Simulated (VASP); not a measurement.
# BN (Fmm2) in VASP: a series of runs

One crystal, BN, is run at these levels: PBE; tasks: single point.

Everything below comes from runs of VASP 6.6.1. Logs are shortened: lines on timing, memory, paths and dates and some standing lists are left out, and cuts for length are marked.

**1. Starting point**

The structure is orthorhombic, space group Fmm2 (No. 42). Conventional cell: a = 2.503 Å, b = 6.991 Å, c = 4.332 Å, α = 90.00°, β = 90.00°, γ = 90.00°. N (site symmetry mm2) is surrounded by 3 B at 1.44 Å. Around B (site symmetry mm2) lie 3 N at 1.44 Å.

Measurements of this composition are mostly on another form, of space group No. 194.

**2. Single point, PBE**

Contents of INCAR:

```
PREC = Accurate
ENCUT = 460
EDIFF = 1E-7
ISMEAR = 0
SIGMA = 0.5
LREAL = False
LASPH = True
NELM = 100
ALGO = Normal
ISIF = 2
LWAVE = False
LCHARG = False
GGA = PE
ADDGRID = False
```

Contents of KPOINTS:

```
regular mesh
0
Gamma
  6 6 6
```

Contents of POSCAR:

```
BN
1.0
    0.0000000000      3.4953158300      2.1660912400
    1.2516321000      0.0000000000      2.1660912400
    1.2516321000      3.4953158300      0.0000000000
N B
1 1
Direct
    0.6643870000      0.6373240000      0.3259630000
   -0.0156690000     -0.0240960000      1.0349220000
```

Potentials or basis: VASP PAW PBE potentials, release 64 (N_s, B_s).

Started as:

```console
cat potpaw_PBE.64/N_s/POTCAR potpaw_PBE.64/B_s/POTCAR > POTCAR
mpirun -np 1 vasp_std > vasp.out
```

OUTCAR:

```text
PREC = Accurate
   ENCUT = 460
   EDIFF = 1E-7
   ISMEAR = 0
   LREAL = False
   LASPH = True
   NELM = 100
   ISIF = 2
   GGA = PE

 Found    112 irreducible k-points:

 Following reciprocal coordinates:
            Coordinates               Weight
  0.000000  0.000000  0.000000      1.000000
  0.166667  0.000000 -0.000000      2.000000
 -0.166667 -0.166667 -0.166667      2.000000
  0.000000  0.166667  0.000000      2.000000
 -0.000000  0.000000  0.166667      2.000000
  0.333333  0.000000  0.000000      2.000000
   k-points           NKPTS =    112   k-points in BZ     NKDIM =    112   number of bands    NBANDS=      8
   number of dos      NEDOS =    301   number of ions     NIONS =      2
   total plane-waves  NPLWV =  15120
   dimension x,y,z NGX =    30 NGY =   18 NGZ =   28
   dimension x,y,z NGXF=    60 NGYF=   36 NGZF=   56
   ions per type =               1   1
   NGX,Y,Z   is equivalent  to a cutoff of  12.13, 11.96, 12.54 a.u.
   NGXF,Y,Z  is equivalent  to a cutoff of  24.26, 23.92, 25.08 a.u.
 SYSTEM =  unknown system
   PREC   = accura    normal or accurate (medium, high low for compatibility)
   ISTART =      0    job   : 0-new  1-cont  2-samecut
   ICHARG =      2    charge: 1-file 2-atom 10-const
   ISPIN  =      1    spin polarized calculation?
   LNONCOLLINEAR =      F non collinear calculations
   LSORBIT =      F    spin-orbit coupling
   LASPH  =      T    aspherical Exc in radial PAW
   ENCUT  =  460.0 eV  33.81 Ry    5.81 a.u.   7.19  4.37  6.49*2*pi/ulx,y,z
   NELM   =    100;   NELMIN=  2; NELMDL= -5     # of ELM steps
   EDIFF  = 0.1E-06   stopping-criterion for ELM
   LREAL  =      F    real-space projection
   EDIFFG = 0.1E-05   stopping-criterion for IOM
   NSW    =      0    number of steps for IOM
   IBRION =     -1    ionic relax: 0-MD 1-quasi-New 2-CG
   NFREE  =      0    steps in history (QN), initial steepest desc. (CG)
   ISIF   =      2    stress and relaxation
   ISYM   =      2    0-nonsym 1-usesym 2-fastsym
   POTIM  = 0.5000    time-step for ionic-motion
   TEBEG  =    0.0;   TEEND  =   0.0 temperature during run
   PSTRESS=    0.0 pullay stress
   NELECT =       8.0000    total number of electrons
   NUPDOWN=      -1.0000    fix difference up-down
   EMIN   =  10.00;   EMAX   =-10.00  energy-range for DOS
   EFERMI =   0.00;   METHOD = LEGACY
   ISMEAR =     0;   SIGMA  =   0.50  broadening in eV -4-tet -1-fermi 0-gaus
   EFERMI_NEDOS =   21; number of points for ismear=-14 and -15
   IALGO  =     38    algorithm
   IMIX   =      4    mixing-type and parameters
     AMIX     =   0.40;   BMIX     =  1.00
     AMIX_MAG =   1.60;   BMIX_MAG =  1.00
  volume/ion in A,a.u.               =       9.48        63.95
  Fermi-wavevector in a.u.,A,eV,Ry     =   1.228047  2.320672 20.518928  1.508099
  Thomas-Fermi vector in A             =   2.362987
   LORBIT       =      0    0 simple, 1 ext, 2 COOP (PROOUT), +10 PAW based schemes
   GGA     = PE    functional components
   LHFCALC =     F    Hartree Fock is set to
   AEXX    =    0.0000 exact exchange contribution
   IVDW    =     0    specifies the selected vdW correction
   LEPSILON=     F    determine dielectric tensor
   LRPA    =     F    only Hartree local field effects (RPA)
 non-spin polarized calculation
 Gauss-broadening in eV      SIGMA  =   0.50
  energy-cutoff  :      460.00
  volume of cell :       18.95
 maximum number of plane-waves:       448
 NGX is ok and might be reduce to    30
   NGX = 15   NGY =  9   NGZ = 13

 number of electron       8.0000000 magnetization

 Free energy of the ion-electron system (eV)
  ---------------------------------------------------
  ext. energy  EPLUGINS =         0.00000000
  ---------------------------------------------------
  free energy    TOTEN  =       -17.41251967 eV

  energy without entropy =      -17.41251967  energy(sigma->0) =      -17.41251967

 E-fermi :   5.0113     XC(G=0):  -9.7088

 val. band max:        3.1048372310   @ k =   0.5000  -0.3333   0.1667
 cond. band min:       6.8179792035   @ k =   0.0000   0.5000   0.5000
 fundamental gap:      3.7131419725
 Fermi energy:         5.0113417925

 k-point     1 :       0.0000    0.0000    0.0000
  band No.  band energies     occupation
      1     -14.7154      2.00000
      2      -1.3132      2.00000
      3       1.0783      2.00000
      4       2.5156      2.00000
      5       7.8411      0.00000
      6      13.7556      0.00000
      7      15.6519      0.00000
      8      16.2081      0.00000

 k-point     2 :       0.1667    0.0000   -0.0000
  band No.  band energies     occupation
      1     -14.1586      2.00000
      2      -0.8019      2.00000
      3       0.1667      2.00000
      4       0.4372      2.00000
      5       8.9840      0.00000
      6      13.8823      0.00000
      7      14.7629      0.00000
      8      17.6912      0.00000

 k-point     3 :      -0.1667   -0.1667   -0.1667
  band No.  band energies     occupation
      1     -14.1763      2.00000
      2      -0.8283      2.00000
      3      -0.5724      2.00000
      4       1.3996      2.00000
      5       8.9382      0.00000
      6      14.1154      0.00000
      7      14.7816      0.00000
      8      16.6458      0.00000

 k-point     4 :       0.0000    0.1667    0.0000
  band No.  band energies     occupation
      1     -14.1763      2.00000
      2      -0.8400      2.00000
      3      -0.5574      2.00000
      4       1.3986      2.00000
      5       8.9246      0.00000
      6      14.2179      0.00000
      7      14.6765      0.00000
      8      16.6415      0.00000

 k-point     5 :      -0.0000    0.0000    0.1667
  band No.  band energies     occupation
      1     -14.1585      2.00000
      2      -0.8099      2.00000
      3       0.1764      2.00000
      4       0.4427      2.00000
      5       8.9453      0.00000
      6      13.9042      0.00000
      7      14.7583      0.00000
      8      17.6923      0.00000

 k-point     6 :       0.3333    0.0000    0.0000
  band No.  band energies     occupation
      1     -12.6606      2.00000
      2      -3.5609      2.00000
      3      -0.8858      2.00000
      4       0.6532      2.00000
      5      10.2917      0.00000
      6      12.0914      0.00000
      7      14.4807      0.00000
      8      20.6681      0.00000

 [... further k-points ...]
[... 5 lines left out ...]
  --------------------------------------------------------------------------------------
  -------------------------------------------------------------------------------------
  Total        0.6514963      0.0119290      1.0202863     -0.2395300      0.0399032      0.7792137
  in kB       55.0747642      1.0084260     86.2507270    -20.2488619      3.3732487     65.8714653
  external PRESSURE =      47.4446391 kB  Pullay stress =       0.0000000 kB

 VOLUME and BASIS-vectors are now :
 -----------------------------------------------------------------------------
  energy-cutoff  :      460.00
  volume of cell :       18.95
      direct lattice vectors                 reciprocal lattice vectors
     0.000000000  3.495315830  2.166091240    -0.399478409  0.143048590  0.230830535
     1.251632100  0.000000000  2.166091240     0.399478409 -0.143048590  0.230830535
     1.251632100  3.495315830  0.000000000     0.399478409  0.143048590 -0.230830535

 POSITION                                       TOTAL-FORCE (eV/Angst)
 -----------------------------------------------------------------------------------
      1.20568      3.46159      2.81962         2.373593      1.282794     -0.544592
      1.26518      3.56261      4.24605        -2.373593     -1.282794      0.544592
 -----------------------------------------------------------------------------------
    total drift:                               -0.000040      0.000028     -0.000019

  FREE ENERGIE OF THE ION-ELECTRON SYSTEM (eV)
  ---------------------------------------------------
  free  energy   TOTEN  =       -17.4125196748 eV

  energy  without entropy=      -17.4125196691  energy(sigma->0) =      -17.41251967
```

Run time: 9.8 s. Hardware: 1 thread of Intel Xeon 6975P-C (Granite Rapids), shared host; peak memory 0.14 GiB.

The run converged, but some of its settings lie outside the range that counts as converged, so its numbers aren't taken as properties of the crystal.

Results:

* Free energy: -17.4125 eV
* Pressure: 4.7 GPa
* Largest force: 2.752 eV/Å
* Band gap on the k mesh: 3.71 eV, indirect (least direct gap 4.54 eV)

Caveat: the k mesh is coarse (spacing up to 0.51 Å⁻¹), so the values aren't converged.

**3. Single point, PBE**

Changes to INCAR since step 2:

```diff
@@ -4,3 +4,3 @@
 ISMEAR = 0
-SIGMA = 0.5
+SIGMA = 0.2
 LREAL = False
```

KPOINTS is that of step 2.

Contents of POSCAR:

```
BN
1.0
    0.0000000000      3.4953158300      2.1660912400
    1.2516321000      0.0000000000      2.1660912400
    1.2516321000      3.4953158300      0.0000000000
N B
1 1
Direct
    0.6666513400      0.6666513400      0.3333486600
    0.0000486500      0.0000486500      0.9999513500
```

Potentials or basis: VASP PAW PBE potentials, release 64 (N_s, B_s).

Started as:

```console
cat potpaw_PBE.64/N_s/POTCAR potpaw_PBE.64/B_s/POTCAR > POTCAR
mpirun -np 1 vasp_std > vasp.out
```

OUTCAR:

```text
PREC = Accurate
   ENCUT = 460
   EDIFF = 1E-7
   ISMEAR = 0
   LREAL = False
   LASPH = True
   NELM = 100
   ISIF = 2
   GGA = PE

 Found     46 irreducible k-points:

 Following reciprocal coordinates:
            Coordinates               Weight
  0.000000  0.000000  0.000000      1.000000
  0.166667  0.000000 -0.000000      8.000000
  0.333333  0.000000  0.000000      8.000000
  0.500000  0.000000  0.000000      4.000000
  0.166667  0.166667  0.000000      2.000000
  0.333333  0.166667  0.000000      8.000000
   k-points           NKPTS =     46   k-points in BZ     NKDIM =     46   number of bands    NBANDS=      8
   number of dos      NEDOS =    301   number of ions     NIONS =      2
   total plane-waves  NPLWV =  15120
   dimension x,y,z NGX =    30 NGY =   18 NGZ =   28
   dimension x,y,z NGXF=    60 NGYF=   36 NGZF=   56
   ions per type =               1   1
   NGX,Y,Z   is equivalent  to a cutoff of  12.13, 11.96, 12.54 a.u.
   NGXF,Y,Z  is equivalent  to a cutoff of  24.26, 23.92, 25.08 a.u.
 SYSTEM =  unknown system
   PREC   = accura    normal or accurate (medium, high low for compatibility)
   ISTART =      0    job   : 0-new  1-cont  2-samecut
   ICHARG =      2    charge: 1-file 2-atom 10-const
   ISPIN  =      1    spin polarized calculation?
   LNONCOLLINEAR =      F non collinear calculations
   LSORBIT =      F    spin-orbit coupling
   LASPH  =      T    aspherical Exc in radial PAW
   ENCUT  =  460.0 eV  33.81 Ry    5.81 a.u.   7.19  4.37  6.49*2*pi/ulx,y,z
   NELM   =    100;   NELMIN=  2; NELMDL= -5     # of ELM steps
   EDIFF  = 0.1E-06   stopping-criterion for ELM
   LREAL  =      F    real-space projection
   EDIFFG = 0.1E-05   stopping-criterion for IOM
   NSW    =      0    number of steps for IOM
   IBRION =     -1    ionic relax: 0-MD 1-quasi-New 2-CG
   NFREE  =      0    steps in history (QN), initial steepest desc. (CG)
   ISIF   =      2    stress and relaxation
   ISYM   =      2    0-nonsym 1-usesym 2-fastsym
   POTIM  = 0.5000    time-step for ionic-motion
   TEBEG  =    0.0;   TEEND  =   0.0 temperature during run
   PSTRESS=    0.0 pullay stress
   NELECT =       8.0000    total number of electrons
   NUPDOWN=      -1.0000    fix difference up-down
   EMIN   =  10.00;   EMAX   =-10.00  energy-range for DOS
   EFERMI =   0.00;   METHOD = LEGACY
   ISMEAR =     0;   SIGMA  =   0.20  broadening in eV -4-tet -1-fermi 0-gaus
   EFERMI_NEDOS =   21; number of points for ismear=-14 and -15
   IALGO  =     38    algorithm
   IMIX   =      4    mixing-type and parameters
     AMIX     =   0.40;   BMIX     =  1.00
     AMIX_MAG =   1.60;   BMIX_MAG =  1.00
  volume/ion in A,a.u.               =       9.48        63.95
  Fermi-wavevector in a.u.,A,eV,Ry     =   1.228047  2.320672 20.518928  1.508099
  Thomas-Fermi vector in A             =   2.362987
   LORBIT       =      0    0 simple, 1 ext, 2 COOP (PROOUT), +10 PAW based schemes
   GGA     = PE    functional components
   LHFCALC =     F    Hartree Fock is set to
   AEXX    =    0.0000 exact exchange contribution
   IVDW    =     0    specifies the selected vdW correction
   LEPSILON=     F    determine dielectric tensor
   LRPA    =     F    only Hartree local field effects (RPA)
 non-spin polarized calculation
 Gauss-broadening in eV      SIGMA  =   0.20
  energy-cutoff  :      460.00
  volume of cell :       18.95
 maximum number of plane-waves:       448
 NGX is ok and might be reduce to    30
   NGX = 15   NGY =  9   NGZ = 13

 number of electron       8.0000000 magnetization

 Free energy of the ion-electron system (eV)
  ---------------------------------------------------
  ext. energy  EPLUGINS =         0.00000000
  ---------------------------------------------------
  free energy    TOTEN  =       -17.55657799 eV

  energy without entropy =      -17.55657799  energy(sigma->0) =      -17.55657799

 E-fermi :   3.9842     XC(G=0):  -9.6970

 val. band max:        3.1528382396   @ k =   0.5000  -0.3333   0.1667
 cond. band min:       7.0005830492   @ k =   0.0000   0.5000   0.5000
 fundamental gap:      3.8477448096
 Fermi energy:         3.9841867767

 k-point     1 :       0.0000    0.0000    0.0000
  band No.  band energies     occupation
      1     -14.7334      2.00000
      2      -1.3362      2.00000
      3       1.7162      2.00000
      4       1.7232      2.00000
      5       8.0101      0.00000
      6      14.6668      0.00000
      7      14.7260      0.00000
      8      16.1224      0.00000
[... 45 lines left out ...]
 k-point     6 :       0.3333    0.1667    0.0000
  band No.  band energies     occupation
      1     -13.1866      2.00000
      2      -2.4984      2.00000
      3      -0.8820      2.00000
      4       0.4786      2.00000
      5      10.6358      0.00000
      6      12.1000      0.00000
      7      15.5292      0.00000
      8      17.8579      0.00000

 [... further k-points ...]
[... 5 lines left out ...]
  --------------------------------------------------------------------------------------
  -------------------------------------------------------------------------------------
  Total        0.6269803      0.1626269      0.6324249      0.0000000      0.0000000      0.0000000
  in kB       53.0022878     13.7478001     53.4625527      0.0000000      0.0000000      0.0000000
  external PRESSURE =      40.0708802 kB  Pullay stress =       0.0000000 kB

 VOLUME and BASIS-vectors are now :
 -----------------------------------------------------------------------------
  energy-cutoff  :      460.00
  volume of cell :       18.95
      direct lattice vectors                 reciprocal lattice vectors
     0.000000000  3.495315830  2.166091240    -0.399478409  0.143048590  0.230830535
     1.251632100  0.000000000  2.166091240     0.399478409 -0.143048590  0.230830535
     1.251632100  3.495315830  0.000000000     0.399478409  0.143048590 -0.230830535

 POSITION                                       TOTAL-FORCE (eV/Angst)
 -----------------------------------------------------------------------------------
      1.25163      3.49532      2.88806         0.000000      0.000000     -0.010049
      1.25163      3.49532      0.00021         0.000000      0.000000      0.010049
 -----------------------------------------------------------------------------------
    total drift:                               -0.000001     -0.000003      0.000000

  FREE ENERGIE OF THE ION-ELECTRON SYSTEM (eV)
  ---------------------------------------------------
  free  energy   TOTEN  =       -17.5565779926 eV

  energy  without entropy=      -17.5565779926  energy(sigma->0) =      -17.55657799
```

OSZICAR:

```text
N       E                     dE             d eps       ncg     rms          rms(c)
DAV:   1     0.161822789330E+02    0.16182E+02   -0.41482E+03   952   0.932E+02
DAV:   2    -0.182145792734E+02   -0.34397E+02   -0.31569E+02   792   0.203E+02
DAV:   3    -0.194498964562E+02   -0.12353E+01   -0.12353E+01  1296   0.576E+01
DAV:   4    -0.194528758396E+02   -0.29794E-02   -0.29794E-02   840   0.235E+00
DAV:   5    -0.194528953439E+02   -0.19504E-04   -0.19504E-04  1304   0.382E-01    0.174E+01
DAV:   6    -0.177680130959E+02    0.16849E+01   -0.68476E+00  1112   0.289E+01    0.215E+01
DAV:   7    -0.176473864591E+02    0.12063E+00   -0.11423E-01  1072   0.621E+00    0.163E+01
DAV:   8    -0.175575843967E+02    0.89802E-01   -0.34402E-01  1120   0.120E+01    0.116E+00
DAV:   9    -0.175563982056E+02    0.11862E-02   -0.36952E-03   792   0.125E+00    0.497E-01
DAV:  10    -0.175565400140E+02   -0.14181E-03   -0.22982E-03  1000   0.110E+00    0.103E-01
DAV:  11    -0.175565502840E+02   -0.10270E-04   -0.35746E-05   856   0.955E-02    0.612E-02
DAV:  12    -0.175565778934E+02   -0.27609E-04   -0.41883E-05   872   0.876E-02    0.149E-02
DAV:  13    -0.175565779167E+02   -0.23208E-07   -0.14547E-06  1040   0.191E-02    0.611E-03
DAV:  14    -0.175565779926E+02   -0.75944E-07   -0.50770E-08   952   0.324E-03
   1 F= -.17556578E+02 E0= -.17556578E+02  d E =-.432408E-10
```

It took 4.8 s on 1 thread of Intel Xeon 6975P-C (Granite Rapids), shared host; peak memory 0.13 GiB.

The run converged, but some of its settings lie outside the range that counts as converged, so its numbers aren't taken as properties of the crystal.

What came out:

* Free energy: -17.5566 eV
* Pressure: 4.0 GPa
* Largest force: 0.010 eV/Å
* Band gap on the k mesh: 3.85 eV, indirect (least direct gap 4.56 eV)

Caveat: the k mesh is coarse (spacing up to 0.51 Å⁻¹), so the values aren't converged.

(Continued in part 2 of 2.)
